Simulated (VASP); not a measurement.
Here is a VASP 6.6.1 calculation.

Contents of INCAR:

```
PREC     = Accurate       # precision mode
ENCUT    = 520            # plane-wave cutoff, eV
EDIFF    = 1E-7           # SCF threshold, eV
ISMEAR   = 0              # smearing method
SIGMA    = 0.02           # smearing width, eV
LREAL    = F              # projectors in reciprocal space
LASPH    = T              # aspherical terms in the spheres
NELM     = 60             # most SCF steps
ALGO     = Normal         # electronic algorithm
ISIF     = 3              # what is computed and relaxed
LWAVE    = F              # write WAVECAR
LCHARG   = F              # write CHGCAR
METAGGA  = R2SCAN         # meta-GGA
LMIXTAU  = T            
IBRION   = 2              # ionic algorithm
NSW      = 80             # ionic steps
EDIFFG   = -0.002         # ionic threshold
```

File KPOINTS:

```
Automatic mesh
0
Gamma
  12 12 12
```

Contents of POSCAR:

```
GaN
1.0
    0.0000000000      2.2535006100      2.2535006100
    2.2535006100      0.0000000000      2.2535006100
    2.2535006100      2.2535006100      0.0000000000
Ga N
1 1
Direct
    0.0000000000      0.0000000000      0.0000000000
    0.7500000000      0.7500000000      0.7500000000
```

Potentials or basis: VASP PAW PBE potentials, release 64 (Ga_d, N).

Run with:

```sh
$ cat potpaw_PBE.64/Ga_d/POTCAR potpaw_PBE.64/N/POTCAR > POTCAR
$ mpirun -np 1 vasp_std > vasp.out
```

(1) What does it give for the relaxed cell?

(2) What does it give for the space group after relaxing (to 0.05 Å)?

(3) Estimate the relaxed volume.

## Answers

(1) a = 3.186 Å, b = 3.186 Å, c = 3.186 Å, α = 60.00°, β = 60.00°, γ = 60.00°.

(2) F-43m (No. 216).

(3) 11.44 Å³/atom.

Caveat: the PAW data sets were made with another functional, which shifts forces and pressure a little.
